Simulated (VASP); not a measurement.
The system is PtSe.

```
Pt Se
1.0
     0.00000    3.03745    3.03745
     3.03745    0.00000    3.03745
     3.03745    3.03745    0.00000
Pt Se
1 1
Direct
  0.00000 0.00000 0.00000
  0.25000 0.25000 0.25000
```

The cell comes from a database or a generator and needn't be the stable form of this composition.

Base run:

```yaml
Program: VASP 6.6.1
Functional: PBE
Potentials_or_basis: VASP PAW PBE potentials, release 64 (Pt, Se)
Cutoff: 520 eV
k_mesh: 5 × 5 × 5
Occupations: gaussian, width 0.05 eV
Spin: collinear spin, zero start
Starting_moments: "[0.0, 0.0] μB"
Hubbard_terms: Pt d U = 2 eV
```

Its results: band gap on the k mesh none (metal or under the smearing width); pressure -11.3 GPa; net moment 0.00 μB per cell.

Q: The run is repeated on the same cell with these changes: hubbard terms from Pt d U = 2 eV to Pt d U = 4 eV; further incar settings from ALGO = Fast; EDIFF = 1e-06; NBANDS = 19 to ALGO = Fast; EDIFF = 1e-06. What comes out?

A: Band gap on the k mesh none (metal or under the smearing width); pressure -11.9 GPa; net moment 0.00 μB per cell.

Not every run made on this cell is shown here.
